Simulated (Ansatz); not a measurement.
SiNi:

```xyz
8
Lattice="4.5037 0.0000 0.0000 0.0000 4.5037 0.0000 0.0000 0.0000 4.5037" Properties=species:S:1:pos:R:3 pbc="T T T"
Ni    0.6733    0.6733    0.6733
Ni    2.9252    1.5785    3.8304
Ni    3.8304    2.9252    1.5785
Ni    1.5785    3.8304    2.9252
Si    3.8139    3.8139    3.8139
Si    1.5620    2.9417    0.6898
Si    0.6898    1.5620    2.9417
Si    2.9417    0.6898    1.5620
```

The cell is a database's computed one.

- Program: Ansatz 0.2.0
- Task: relaxation of cell and atoms
- Functional: PBE
- Dispersion: D3(BJ)
- Potentials or basis: Ansatz PAW
- Cutoff: 420 eV (not typed: the program's choice for these potentials)
- k mesh: 6 × 6 × 6
- Occupations: fermi-dirac, width 0.05 eV
- Spin: collinear spin, ferromagnetic start
- Starting moments: [1.0, 1.0, 1.0, 1.0, 0.0, 0.0, 0.0, 0.0] μB

At the start: volume 11.42 Å³/atom.

Problem. Where does the relaxation end?

Solution. It ends after 5 steps and the volume is 11.10 Å³/atom (-2.8 %); space group P2_13 (No. 198, to 0.05 Å); moment 0.00 μB per cell.

The path:
```
step  energy change (eV)  largest force (eV/Å)  volume (Å³)
   1              0.0000                0.0296        91.35
   2             -0.0342                0.0198        89.95
   3             -0.0436                0.0063        88.73
   4             -0.0436                0.0008        88.81
   5             -0.0428                0.0008        88.81
```

Final structure:
```xyz
8
Lattice="4.4615 0.0000 0.0000 0.0000 4.4615 0.0000 0.0000 0.0000 4.4615" Properties=species:S:1:pos:R:3 pbc="T T T"
Ni    0.6657    0.6657    0.6657
Ni    2.8965    1.5650    3.7958
Ni    3.7958    2.8965    1.5650
Ni    1.5650    3.7958    2.8965
Si    3.7777    3.7777    3.7777
Si    1.5470    2.9145    0.6838
Si    0.6838    1.5470    2.9145
Si    2.9145    0.6838    1.5470
```

Caveat: the plane-wave basis is chosen anew once the cell has moved, so the energies of steps on either side of that aren't comparable; pairwise dispersion overbinds metals, which lowers pressure and volume; the starting moments weren't kept.
